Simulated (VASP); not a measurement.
Y: single point with PBE

Crystal: Y.

```
Y
1.0
     0.00000    2.51750    2.51750
     2.51750    0.00000    2.51750
     2.51750    2.51750    0.00000
Y
1
Direct
  0.00000 0.00000 0.00000
```

This isn't the form of Y at room conditions, which is hcp.

The cell isn't the ideal one: volume scaled by 0.96.

```yaml
Program: VASP 6.6.1
Task: single point
Functional: PBE
Potentials_or_basis: VASP PAW PBE potentials, release 64 (Y_sv)
Cutoff: 520 eV
k_mesh: 9 × 9 × 9
Occupations: fermi-dirac, width 0.05 eV
Spin: no spin polarisation
Dipole_correction: no
Further_INCAR_settings: ALGO = Normal; EDIFF = 1e-07; NBANDS = 12
```

* Pressure: 0.6 GPa
* Band gap on the k mesh: none (metal or under the smearing width)

Levels at points of the mesh, in eV from the Fermi level:
```tsv
k point	band 3	band 4	band 5	band 6	band 7	band 8
(0.00, 0.00, 0.00)	-22.35	-22.35	-4.82	1.77	1.77	1.77
```

Wall time 12 s on 1 thread of AMD EPYC 9R45 96-Core Processor (Zen 5), with other jobs on the host, peak memory 0.14 GiB.
